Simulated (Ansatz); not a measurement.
TaN, DFT, PBEsol, all-electron PAW with datasets made for the crystal, scalar-relativistic (Ansatz 0.2.0), run on 1 thread of Intel(R) Xeon(R) 6975P-C (Granite Rapids) on a shared host.

The cell is a database entry far from equilibrium at this level of theory, probably a faulty or high-pressure entry; it serves as a test geometry alone. The listed cell was then made from it by scaling, straining or moving an atom.

Command: `ansatz run input.yaml --threads 1 --pin off --max-ram 6144MiB --backend cpu --events-out ev --progress --plain --runs-dir out`

```yaml
crystal:
  lattice:
    - [2.9877386998, 0.0, 0.0]
    - [-1.49386935, 2.587457614, 0.0]
    - [0.0, 0.0, 4.839155377]
  atoms:
    - { symbol: Ta, position: [0.3333333333, 0.6666666667, 0.0] }
    - { symbol: Ta, position: [0.6666666667, 0.3333333333, 0.5] }
    - { symbol: "N", position: [0.3333333333, 0.6666666667, 0.385] }
    - { symbol: "N", position: [0.6666666667, 0.3333333333, 0.885] }
kpoints:
  mp_grid: { grid: [9, 9, 5] }
scf:
  occupations: { method: fermi_dirac, width: 0.01 }
hamiltonian:
  xc: pbesol
  pseudopotentials: { kind: all_electron, datasets: crystal }
output:
  forces: true
  stress: true
  eigenvalues: true
  efg: { contact_densities: true }
```

Task: How large is the problem that the program sets up?

Result: 36 irreducible k-points, 1237 plane waves at Γ, 43 bands.

Task: About how long does it take, and how much memory does it use?

Result: 22 s of wall time for 9 SCF iterations, with a peak of 0.9 GiB. Times on shared machines scatter by tens of per cent.

Task: And the same cell and mesh by PAW with the default files, asked for forces, stress, eigenvalues, efg, write_density, write_potential, elf, on the same hardware?

Result: 3.1 s, peak memory 0.42 GiB.
